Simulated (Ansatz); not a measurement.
# CoO (Fm-3m): the volume at zero pressure

Aim: the volume at which the pressure of CoO (Fm-3m) vanishes.

Method: DFT PBE, scalar-relativistic, plane waves, PAW, in Ansatz 0.2.0.

## 1. Starting point

The structure is cubic, space group Fm-3m (No. 225). The conventional cell has a = 4.263 Å, b = 4.263 Å, c = 4.263 Å, α = 90.00°, β = 90.00°, γ = 90.00°. Around Co (site symmetry m-3m) lie 6 O at 2.13 Å. O (site symmetry m-3m) has 6 Co at 2.13 Å as nearest neighbours.

As a file:

```xyz
2
Lattice="0.0000 2.1315 2.1315 2.1315 0.0000 2.1315 2.1315 2.1315 0.0000" Properties=species:S:1:pos:R:3 pbc="T T T"
Co    0.0000    0.0000    0.0000
O     2.1315    2.1315    2.1315
```

Starting moments: Co 3.00 μB.

## 2. First run, at the start cell

File input.yaml:

```yaml
crystal:
  lattice:
    - [0.0, 2.1315, 2.1315]
    - [2.1315, 0.0, 2.1315]
    - [2.1315, 2.1315, 0.0]
  atoms:
    - { symbol: Co, position: [0.0, 0.0, 0.0], spin: 3.0 }
    - { symbol: O, position: [0.5, 0.5, 0.5] }
basis:
  ecutwfc: 420
  ecutrho_ratio: 4
kpoints:
  mp_grid: { grid: [14, 14, 14] }
hamiltonian:
  xc: pbe
scf:
  occupations: { method: gaussian, width: 0.05 }
output:
  forces: true
  stress: true
  eigenvalues: true
  populations: true
magnetization:
  spin_polarized: true
```

Launch:

```console
ansatz run input.yaml --threads 2 --pin off --max-ram 5120MiB --backend cpu --events-out ev --progress --plain --runs-dir out
```

The runs that follow: A new volume, run 2; Next volume, run 3.

Q: Predict the outcome of this session. Wanted: volume; pressure; conventional cell; gap on the mesh; moments in the spheres.

**Answer**, as computed:

| quantity | value |
| --- | --- |
| volume | 9.589 Å³/atom |
| pressure | 0.00 GPa |
| conventional cell | a = 4.249 Å, b = 4.249 Å, c = 4.249 Å, α = 90.00°, β = 90.00°, γ = 90.00° |
| gap on the mesh | none (metal) |
| moments in the spheres | Co 2.51; O 0.33 μB |

The volume went from 9.68 to 9.59 Å³/atom (-1.0 %), where 0.00 GPa is left. Only the order of the starting moments is followed; others weren't tried in this session.
